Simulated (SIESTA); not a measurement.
# Ni under changes of volume

One of the cells (10.492 Å³/atom); the others are scaled copies at fixed shape and fractional positions:

```
Ni
1.0
     0.00000    1.73757    1.73757
     1.73757    0.00000    1.73757
     1.73757    1.73757    0.00000
Ni
1
Direct
  0.00000 0.00000 0.00000
```

* Program: SIESTA 5.4.2
* Functional: LDA
* Potentials or basis: PseudoDojo 0.4 standard (LDA files)
* Basis: DZP (energy shift 0.003 Ry; two zetas on semicore shells)
* Grid cutoff: 800 Ry
* Energy shift: 0.003 Ry
* k mesh: 10 × 10 × 10
* Occupations: fermi-dirac, width 0.05 eV
* Spin: collinear spin, ferromagnetic start
* Starting moments: [1.0] μB

```csv
volume (Å³/atom),energy over the lowest point (meV/atom),pressure (GPa),moment (μB per cell)
9.862,3.02,5.5,0.68
10.072,0.00,-0.4,0.69
10.282,?,?,?
10.492,14.22,-10.0,0.71
10.702,30.16,-14.0,0.71
10.912,50.93,-17.6,0.72
11.122,76.19,-20.7,0.72
```

Q: What does the run at 10.282 Å³/atom give?

A: Energy over the lowest point 3.86 meV/atom; pressure -5.4 GPa; moment 0.70 μB per cell.

Worked out: A Birch-Murnaghan fit of order 3 (a polynomial in V^(-2/3)) to the other rows has its minimum at 10.05 Å³/atom with B0 = V·E''(V) = 260 GPa and B' = 4.6. It gives 3.98 meV/atom at 10.282 Å³/atom, against the run's 3.86, and -dE/dV = -5.5 GPa, against -5.4. A straight line through the other rows of the moment, of slope 0.0328 μB per Å³/atom, gives 0.70 μB, against the run's 0.70.

Energies are extrapolated to zero smearing.

Caveats: short orbitals over semicore shells can move pressures by several GPa; the basis of atomic orbitals isn't converged, which shifts pressures, moduli and gaps.
